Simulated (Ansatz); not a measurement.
# I (Cmce) in Ansatz: notebook

One crystal, I, is run at these levels: RPBE+D3(BJ), RPBE+D4, BLYP+D3(BJ), BLYP+D4; tasks: relaxation of cell and atoms.

Everything below comes from runs of Ansatz 0.2.0. Logs are shortened: lines on timing, memory, paths and dates and some standing lists are left out, and cuts for length are marked.

## (1) The structure

It takes space group Cmce (No. 64, orthorhombic). Conventional cell: a = 7.270 Å, b = 4.790 Å, c = 9.793 Å, α = 90.00°, β = 90.00°, γ = 90.00°. Around I (site symmetry m) lie 1 I at 2.68 Å.

## (2) Relaxation of cell and atoms, RPBE+D3(BJ)

Contents of input.yaml:

```yaml
crystal:
  lattice:
    - [3.635035, -2.39502, 0.0]
    - [3.635035, 2.39502, 0.0]
    - [0.0, 0.0, 9.79344]
  atoms:
    - { symbol: I, position: [0.6493, 0.3507, 0.3844] }
    - { symbol: I, position: [0.1493, 0.8507, 0.1156] }
    - { symbol: I, position: [0.3507, 0.6493, 0.6156] }
    - { symbol: I, position: [0.8507, 0.1493, 0.8844] }
hamiltonian:
  xc: rpbe
  pseudopotentials: { kind: paw }
  dispersion: d3bj
kpoints:
  mp_grid: { grid: [7, 7, 3] }
scf:
  occupations: { method: fermi_dirac, width: 0.05 }
output:
  forces: true
  stress: true
relax:
  f_tol: 0.01
  max_steps: 40
  cell: { stress_tol: 0.05 }
```

Potentials or basis: Ansatz PAW.

Command:

```console
ansatz run input.yaml --threads 2 --pin off --max-ram 5632MiB --backend cpu --events-out ev --progress --plain --runs-dir out
```

What it wrote:

```text
Warning: RAYON_NUM_THREADS=2 ignored (pool sized by the plan → 2); use --threads N
Engine: ansatz 0.2.0, x86_64-unknown-linux-gnu
Pseudopotentials: kind: paw
Pseudopotential: I, paw, valence charge 17, recommended cutoff 420 eV (normal), I.paw.azcp
Functional definition: RPBE
  parameter kappa = 0.804
  parameter beta = 0.06672455060314922
  exchange = rpbe_x(kappa = kappa, mu = beta*pi^2/3)
  correlation = pbe_c(beta = beta)
Crystal: 4 atoms, lattice volume = 170.523 Å³
Basis set: ecut = 420 eV, 3337 PW (Γ), exchange–correlation on 60×60×144 points (8 copies of the dense FFT grid, shifted against one another)
Bands: 41, of which v1, the nominal top of the filled ones, is band 34 counted from 1 (33 counted from 0)
Symmetry: 8 space group operations
Space group: Cmce (ITA 64), of the structure as read, at distance tolerance 5.5e-5 Å
k-points: 32 of 147
Non-local potential: I, projectors of the file, l = 0: 2, l = 1: 2, l = 2: 2, l = 3: 2
PAW form: soft (Blöchl's): semilocal exchange-correlation on the pseudo side does not see the compensation charge
PAW frozen core: I, regenerated for the run's functional, and the local potential with it (the file was generated under x = pbe(κ = 0.804, μ = 0.2195149727645171), c = pbe(β = 0.06672455060314922))
PAW one-centre angular grid: I, 590 points (default); XC on 64 Gauss nodes
Initial density: superposition of atomic densities (neutral atoms: chi_scale 0, normalization atom), corrected by the library's trained network
Initial wavefunctions: pseudopotential atomic-orbital guess
Functional: x = rpbe, c = pbe(β = 0.06672455060314922)
SCF iter   1: F=—  HF=-30091.649764 eV  |F-HF|=—  |Δ(HF+E_count)|=         —  Δρ=2.18e-3  dr2=7.85e-3  ethr=1.77e-3  ⟨swp⟩=9.4  Hψ=6415  notcnv=0  defer=15
preconditioner: auto → Resta (q_TF=auto, 2.341 Å⁻¹)  ε∞=3.1  [insulator: Δε(μ)=1.363 eV  Ē_g=10.320 eV  σ=0.050 eV  W_gap=1.00  n_scr=36 (ndim 8)  ℏωp=15.0 eV  f_vac=0.064  D(μ)=0.00/eV (n_scr^D=0)  ε∞_Penn≈3.1]
SCF iter   2: F=—  HF=-30091.651874 eV  |F-HF|=—  |Δ(HF+E_count)|=   2.11e-3  Δρ=1.15e-3  dr2=2.66e-3  ethr=1.15e-5  ⟨swp⟩=2.1  Hψ=2766  notcnv=0  defer=36
SCF iter   3: F=—  HF=-30091.653369 eV  |F-HF|=—  |Δ(HF+E_count)|=   1.49e-3  Δρ=4.86e-4  dr2=4.77e-4  ethr=3.91e-6  ⟨swp⟩=2.0  Hψ=1588  notcnv=0  defer=36
SCF iter   4: F=—  HF=-30091.653892 eV  |F-HF|=—  |Δ(HF+E_count)|=   5.23e-4  Δρ=1.50e-4  dr2=4.44e-5  ethr=7.02e-7  ⟨swp⟩=2.0  Hψ=1716  notcnv=0  defer=37
SCF iter   5: F=—  HF=-30091.653928 eV  |F-HF|=—  |Δ(HF+E_count)|=   3.62e-5  Δρ=5.62e-5  dr2=7.49e-6  ethr=6.53e-8  ⟨swp⟩=2.0  Hψ=1716  notcnv=0  defer=37
SCF iter   6: F=—  HF=-30091.653943 eV  |F-HF|=—  |Δ(HF+E_count)|=   1.46e-5  Δρ=1.04e-5  dr2=2.65e-7  ethr=1.10e-8  ⟨swp⟩=2.1  Hψ=2341  notcnv=0  defer=37
SCF iter   7: F=-30091.653944 eV  HF=-30091.653944 eV  |F-HF|=4.90e-8  |Δ(HF+E_count)|=   5.65e-7  Δρ=3.42e-6  dr2=2.23e-8  ethr=1.47e-10  ⟨swp⟩=5.5  Hψ=4413  notcnv=0
SCF 1 converged in 7 iterations: F = -30091.653944 eV  dr2 = 2.23e-8
relax step   1: F+E_penalty+E_count = -30091.65394362 eV  Δ(F+E_penalty+E_count) = +0.000e0 eV  max|allowed force component| = 7.315e-1 eV/Å  Δτ_max = 0.0000 Å  P = -2.588 GPa  Ω = 170.523 Å³  (7 SCF iters, dr2 threshold 1.00e-7 eV, accepted)
[... 13 lines left out ...]
relax step   2: F+E_penalty+E_count = -30092.20164371 eV  Δ(F+E_penalty+E_count) = -5.477e-1 eV  max|allowed force component| = 2.871e-1 eV/Å  Δτ_max = 0.1103 Å  P = -2.584 GPa  Ω = 152.099 Å³  energy of the carried Pulay correction = +1.594e-3 eV  (6 SCF iters, dr2 threshold 4.00e-7 eV, accepted)
[... 4 lines left out ...]
relax step   8: F+E_penalty+E_count = -30093.01321449 eV  Δ(F+E_penalty+E_count) = -1.138e-3 eV  max|allowed force component| = 1.692e-2 eV/Å  Δτ_max = 0.0091 Å  P = -0.092 GPa  Ω = 109.557 Å³  energy of the carried Pulay correction = +6.079e-3 eV  (4 SCF iters, dr2 threshold 4.00e-7 eV, accepted)
[... 13 lines left out ...]
relax step  13: F+E_penalty+E_count = -30093.02224339 eV  Δ(F+E_penalty+E_count) = -4.290e-4 eV  max|allowed force component| = 3.685e-3 eV/Å  Δτ_max = 0.0025 Å  P = -0.082 GPa  Ω = 107.062 Å³  energy of the carried Pulay correction = +6.384e-3 eV  (4 SCF iters, dr2 threshold 1.49e-7 eV, accepted)
[... 8 lines left out ...]
relax step  14: F+E_penalty+E_count = -30093.02232491 eV  Δ(F+E_penalty+E_count) = -8.152e-5 eV  max|allowed force component| = 4.609e-4 eV/Å  Δτ_max = 0.0035 Å  P = -0.000 GPa  Ω = 106.878 Å³  energy of the carried Pulay correction = +6.407e-3 eV  (4 SCF iters, dr2 threshold 2.53e-8 eV, accepted)
[... 11 lines left out ...]
relax step  15: F+E_penalty+E_count = -30093.01872724 eV  Δ(F+E_penalty+E_count) = +3.598e-3 eV  max|allowed force component| = 4.711e-4 eV/Å  Δτ_max = 0.0000 Å  P = -0.015 GPa  Ω = 106.878 Å³  stress off target by 2.79e-2 GPa  SCF on the basis re-selected at this cell (its energy is not comparable with the rows above)  (6 SCF iters)
basis re-selected at this cell: Δ(F+E_penalty+E_count) = +3.598e-3 eV, ΔP = -0.015 GPa vs the last step (what re-selecting the basis moved, of the pressure what is left beyond the Pulay correction that the steps carried, after the strain that the cell walked since its last selection, with what the two solves' SCF thresholds leave and, on support functions, any second-order correction that the steps lacked; it is no measure of the basis error at this ecutwfc). The dense FFT grid was sized anew with the basis: this SCF ran on 25×25×60 points, the steps before it on 30×30×72, so part of this shift can come from that change (see relax.cell in the input reference). This SCF's stress stands 2.79e-2 GPa from its target on what of the cell is left free (relax.cell.stress_tol is 5.00e-2 GPa) and its largest allowed force component is 4.71e-4 eV/Å (relax.f_tol is 1.00e-2 eV/Å): within both
SCF converged after 6 iterations
Free energy (F): -30093.018727 eV
Harris-Foulkes:  -30093.018727 eV  (|F-HF|=1.46e-11)
Internal energy: -30093.007241 eV  (E = F + TS)
E sigma→0 (E₀):  -30093.012984 eV
Entropy (-TS):   -0.011486 eV (-2.872 meV/atom)
Fermi energy:    12.391494 eV
--- Per-component energies (eV) ---
  E_band       = -1156.206381
  E_kinetic    = 768.510939
  E_local      = -5974.078309  (includes V_loc(G=0)·N_el)
  E_nonlocal   = -372.456053
  E_hartree    = 3296.100013
  E_xc         = -519.836099
  E_vxc        = -523.551594  (∫ρ·V_xc dr)
  E_paw        = -19291.518850  (= ΣΔE_a)
  E_vpaw       = -1646.831292  (= ΣTr[D̂ρ^β])
  E_aug_tail   = -0.000099  (compensation charges beyond the density's cutoff)
  E_ewald      = -7991.354994
  E_disp       = -8.128772  (pairwise vdW)
  E_core_change = -0.245017  (= ΣΔE_core)
  E_smearing   = -0.011486  (= −TS)
  E_closure    = -0.000000  (closes the sum)
  Σ components = -30093.018727   (vs F -30093.018727, Δ=0.00e0)
--- Forces (eV/Å), atoms counted from 1 ---
  atom   1  I     -0.00000000     0.00047115    -0.00021678
  atom   2  I      0.00000000     0.00047115     0.00021678
  atom   3  I      0.00000000    -0.00047115     0.00021678
  atom   4  I     -0.00000000    -0.00047115    -0.00021678
  max |Σ_I F_I| component: 8.13e-20 eV/Å
--- Stress (GPa, compression-positive) ---
       -0.027933       0.000000      -0.000000
        0.000000      -0.001623      -0.000000
       -0.000000      -0.000000      -0.016553
  P = ⅓ Tr σ = -0.0154 GPa (-0.154 kbar)
--- Relaxed structure (14 steps of the walk, 13 accepted, 1 SCFs on fresh bases) ---
  F+E_penalty+E_count = -30093.01872724 eV   max|allowed force component| = 4.711e-4 eV/Å   (the final SCF, on the basis selected at the relaxed cell)
  cell:  # Å, volume = 106.8779 Å³
    - [2.951119673427608, -2.1239761979820173, 6.408899626104366e-17]
    - [2.951119673427608, 2.1239761979820173, 6.408899626104361e-17]
    - [1.7266731669509519e-16, -8.027126139435289e-32, 8.52553340613621]
  atoms:
    - { symbol: I, position: [0.7502913204632229, 0.24970867953677706, 0.3750013522765218] }
    - { symbol: I, position: [0.25029132046322283, 0.7497086795367771, 0.12499864772347828] }
    - { symbol: I, position: [0.24970867953677703, 0.7502913204632229, 0.6249986477234782] }
    - { symbol: I, position: [0.7497086795367771, 0.25029132046322283, 0.8750013522765218] }
```

Run time: 37 s. Hardware: 2 threads of Intel Xeon 6975P-C (Granite Rapids), shared host; peak memory 0.58 GiB.

What came out:

```yaml
Free_energy: -30093.0187 eV
Relaxed_volume: 26.72 Å³/atom
Relaxed_cell: a = 3.636 Å, b = 3.636 Å, c = 8.526 Å, α = 90.00°, β = 90.00°, γ = 71.49°
Space_group_after_relaxing_to_0.05_Å: I4/mmm (No. 139)
Energy_gained_by_relaxing: 341.2 meV/atom
Ionic_steps: 14
Pressure_after_relaxing: 0.0 GPa
```

The path:
```
step  energy change (eV)  largest force (eV/Å)  volume (Å³)
   1              0.0000                0.7874       170.52
   2             -0.5477                0.2973       152.10
   3             -0.8869                0.4601       135.16
   4             -1.2162                0.2525       123.05
   5             -1.3441                0.0795       111.17
   6             -1.3581                0.0509       109.04
   7             -1.3593                0.0173       109.56
   8             -1.3605                0.0056       108.98
   9             -1.3630                0.0100       107.96
  10             -1.3656                0.0326       105.92
  11             -1.3679                0.0022       107.46
  12             -1.3683                0.0040       107.06
  13             -1.3684                0.0005       106.88
  14             -1.3648                0.0005       106.88
```

Final structure:
```yaml
crystal:
  lattice:
    - [2.95112, -2.12398, 0.00000]
    - [2.95112, 2.12398, 0.00000]
    - [0.00000, 0.00000, 8.52553]
  atoms:
    - { symbol: I, position: [0.75029, 0.24971, 0.37500] }
    - { symbol: I, position: [0.25029, 0.74971, 0.12500] }
    - { symbol: I, position: [0.24971, 0.75029, 0.62500] }
    - { symbol: I, position: [0.74971, 0.25029, 0.87500] }
```

Caveat: the volume moved by over 15 % at a fixed basis, so the end points are rough; the plane-wave basis is chosen anew once the cell has moved, so the energies of steps on either side of that aren't comparable; the volume moved by -37 % from the deposited cell, more than functionals usually miss; the PAW data sets come from PBE, with cores solved anew for the run's functional, which leaves a small shift of forces and pressure. The run has no spin-orbit coupling, so splittings on I are missing.

## (3) Relaxation of cell and atoms, RPBE+D4

Changes to input.yaml since step 2:

```diff
@@ -13,3 +13,3 @@
   pseudopotentials: { kind: paw }
-  dispersion: d3bj
+  dispersion: d4
 kpoints:
@@ -21,2 +21,6 @@
   stress: true
+  write_density: true
+  write_potential: true
+  elf: true
+  volumetric_format: npy
 relax:
```

Potentials or basis: Ansatz PAW.

Command:

```console
ansatz run input.yaml --threads 2 --pin off --max-ram 5632MiB --backend cpu --events-out ev --progress --plain --runs-dir out
```

Wall time 23 s (2 threads of Intel Xeon 6975P-C (Granite Rapids), shared host); peak memory 0.57 GiB.

It converged, with:

| Property | Result |
| --- | --- |
| Free energy | -30090.4226 eV |
| Relaxed volume | 37.53 Å³/atom |
| Relaxed cell | a = 4.158 Å, b = 4.158 Å, c = 9.606 Å, α = 90.00°, β = 90.00°, γ = 64.71° |
| Space group after relaxing (to 0.05 Å) | Cmce (No. 64) |
| Energy gained by relaxing | 55.0 meV/atom |
| Ionic steps | 8 |
| Pressure after relaxing | 0.0 GPa |
| Largest force after relaxing | 0.005 eV/Å |
| Band gap on the k mesh | 0.85 eV, indirect (least direct gap 1.20 eV) |

Forces on the atoms (eV/Å):
```
I    0.000  0.002 -0.005
I    0.000  0.002  0.005
I    0.000 -0.002  0.005
I    0.000 -0.002 -0.005
```

The path:
```tsv
step	energy change (eV)	largest force (eV/Å)	volume (Å³)
1	0.0000	0.9154	170.52
2	-0.1189	0.4199	152.13
3	-0.1700	0.2707	154.20
4	-0.2187	0.0238	151.54
5	-0.2201	0.0125	149.89
6	-0.2216	0.0100	149.84
7	-0.2217	0.0052	150.12
8	-0.2200	0.0053	150.12
```

Final structure:
```
I
1.0
     3.51216   -2.22490    0.00000
     3.51216    2.22490    0.00000
     0.00000    0.00000    9.60572
I
4
Direct
  0.67593 0.32407 0.37770
  0.17593 0.82407 0.12230
  0.32407 0.67593 0.62230
  0.82407 0.17593 0.87770
```

Levels at points of the mesh, in eV from the valence-band top:
| k point | band 30 | band 31 | band 32 | band 33 | band 34 | band 35 | band 36 | band 37 | band 38 | band 39 |
| --- | --- | --- | --- | --- | --- | --- | --- | --- | --- | --- |
| (0.00, 0.00, 0.00) | -1.05 | -0.83 | -0.75 | -0.23 | 0.00 | 1.23 | 1.99 | 4.84 | 5.78 | 6.00 |

Caveat: odd divisions of the mesh miss points on the zone boundary, where band edges often lie, so the gap on the mesh can be too wide; the plane-wave basis is chosen anew once the cell has moved, so the energies of steps on either side of that aren't comparable; spin-orbit coupling is left out, which moves the levels of the heavy elements; the volume moved by -12 % from the deposited cell, more than functionals usually miss; the PAW data sets come from PBE, with cores solved anew for the run's functional, which leaves a small shift of forces and pressure. A k mesh can miss the band edges.

## (4) Relaxation of cell and atoms, BLYP+D3(BJ)

Changes to input.yaml since step 3:

```diff
@@ -11,5 +11,5 @@
 hamiltonian:
-  xc: rpbe
+  xc: blyp
   pseudopotentials: { kind: paw }
-  dispersion: d4
+  dispersion: d3bj
 kpoints:
```

Command:

```console
ansatz run input.yaml --threads 2 --pin off --max-ram 5632MiB --backend cpu --events-out ev --progress --plain --runs-dir out
```

Wall time 25 s (2 threads of Intel Xeon 6975P-C (Granite Rapids), shared host); peak memory 0.59 GiB.

The run converged. Its results:

* Free energy: -30125.3787 eV
* Relaxed volume: 39.34 Å³/atom
* Relaxed cell: a = 4.236 Å, b = 4.236 Å, c = 9.649 Å, α = 90.00°, β = 90.00°, γ = 65.34°
* Space group after relaxing (to 0.05 Å): Cmce (No. 64)
* Energy gained by relaxing: 56.1 meV/atom
* Ionic steps: 8
* Pressure after relaxing: 0.0 GPa
* Band gap on the k mesh: 0.83 eV, indirect (least direct gap 1.16 eV)

Step by step:
| step | energy change (eV) | largest force (eV/Å) | volume (Å³) |
| --- | --- | --- | --- |
| 1 | 0.0000 | 1.1371 | 170.52 |
| 2 | -0.1090 | 0.4743 | 151.03 |
| 3 | -0.1528 | 0.3432 | 159.27 |
| 4 | -0.2238 | 0.0392 | 159.02 |
| 5 | -0.2260 | 0.0105 | 156.99 |
| 6 | -0.2262 | 0.0051 | 157.37 |
| 7 | -0.2263 | 0.0003 | 157.37 |
| 8 | -0.2244 | 0.0003 | 157.37 |

Final structure:
```xyz
4
Lattice="3.5661 -2.2867 0.0000 3.5661 2.2867 0.0000 0.0000 0.0000 9.6493" Properties=species:S:1:pos:R:3 pbc="T T T"
I     3.5661   -0.7984    3.6443
I     3.5661    1.4882    1.1803
I     3.5661    0.7984    6.0050
I     3.5661   -1.4882    8.4690
```

Levels at points of the mesh, in eV from the valence-band top:
```
           k point  band 32  band 33  band 34  band 35  band 36  band 37
(0.00, 0.00, 0.00)    -0.73    -0.22    -0.04     1.16     1.82     5.07
```

Caveat: odd divisions of the mesh miss points on the zone boundary, where band edges often lie, so the gap on the mesh can be too wide; the plane-wave basis is chosen anew once the cell has moved, so the energies of steps on either side of that aren't comparable; spin-orbit coupling is left out, which moves the levels of the heavy elements; the PAW data sets come from PBE, with cores solved anew for the run's functional, which leaves a small shift of forces and pressure. A hybrid or GW would open this gap; BLYP tends to underestimate it.

## (5) Relaxation of cell and atoms, BLYP+D4

Changes to input.yaml since step 4:

```diff
@@ -13,3 +13,3 @@
   pseudopotentials: { kind: paw }
-  dispersion: d3bj
+  dispersion: d4
 kpoints:
```

Command:

```console
ansatz run input.yaml --threads 2 --pin off --max-ram 5632MiB --backend cpu --events-out ev --progress --plain --runs-dir out
```

Wall time 20 s (2 threads of Intel Xeon 6975P-C (Granite Rapids), shared host); peak memory 0.58 GiB.

The run converged. Its results:

```
Free energy                            : -30125.0957 eV
Relaxed volume                         : 40.38 Å³/atom
Relaxed cell                           : a = 4.290 Å, b = 4.290 Å, c = 9.693 Å, α = 90.00°, β = 90.00°, γ = 64.88°
Space group after relaxing (to 0.05 Å) : Cmce (No. 64)
Energy gained by relaxing              : 49.2 meV/atom
Ionic steps                            : 7
Pressure after relaxing                : 0.0 GPa
Band gap on the k mesh                 : 0.87 eV, indirect (least direct gap 1.15 eV)
```

The path:
```
step  energy change (eV)  largest force (eV/Å)  volume (Å³)
   1              0.0000                1.1350       170.52
   2             -0.1287                0.3484       156.77
   3             -0.1637                0.2343       162.21
   4             -0.1967                0.0202       162.56
   5             -0.1980                0.0046       161.25
   6             -0.1984                0.0016       161.50
   7             -0.1970                0.0016       161.50
```

Final structure:
```yaml
crystal:
  lattice:
    - [3.62038, -2.30112, 0.00000]
    - [3.62038, 2.30112, 0.00000]
    - [0.00000, 0.00000, 9.69295]
  atoms:
    - { symbol: I, position: [0.67234, 0.32766, 0.37781] }
    - { symbol: I, position: [0.17234, 0.82766, 0.12219] }
    - { symbol: I, position: [0.32766, 0.67234, 0.62219] }
    - { symbol: I, position: [0.82766, 0.17234, 0.87781] }
```

Levels at points of the mesh, in eV from the valence-band top:
| k point | band 32 | band 33 | band 34 | band 35 | band 36 | band 37 |
| --- | --- | --- | --- | --- | --- | --- |
| (0.00, 0.00, 0.00) | -0.71 | -0.22 | -0.01 | 1.15 | 1.81 | 5.16 |

Caveat: odd divisions of the mesh miss points on the zone boundary, where band edges often lie, so the gap on the mesh can be too wide; the plane-wave basis is chosen anew once the cell has moved, so the energies of steps on either side of that aren't comparable; spin-orbit coupling is left out, which moves the levels of the heavy elements; the PAW data sets come from PBE, with cores solved anew for the run's functional, which leaves a small shift of forces and pressure. A k mesh can miss the band edges.

## (6) Overview

```tsv
level	gap on the mesh (eV)	pressure (GPa)	relaxed volume (Å³/atom)
RPBE+D3(BJ)	-	0.0	26.72
RPBE+D4	0.85	0.0	37.53
BLYP+D3(BJ)	0.83	0.0	39.34
BLYP+D4	0.87	0.0	40.38
```

Alike in all rows: task relaxation of cell and atoms; potentials or basis Ansatz PAW; no spin polarisation; cell relaxed; k mesh 7 × 7 × 3; cutoff (eV) 420; smearing fermi-dirac 0.05 eV.

Caveats: the plane-wave basis is chosen anew once the cell has moved, so the energies of steps on either side of that aren't comparable; the PAW data sets come from PBE, with cores solved anew for the run's functional, which leaves a small shift of forces and pressure; odd divisions of the mesh miss points on the zone boundary, where band edges often lie, so the gap on the mesh can be too wide (some runs); spin-orbit coupling is left out, which moves the levels of the heavy elements (some runs); the volume moved by over 15 % at a fixed basis, so the end points are rough (some runs); the volume moved by -37 % from the deposited cell, more than functionals usually miss (some runs); the volume moved by -12 % from the deposited cell, more than functionals usually miss (some runs).

Absolute energies hang on the potentials; compare differences alone.
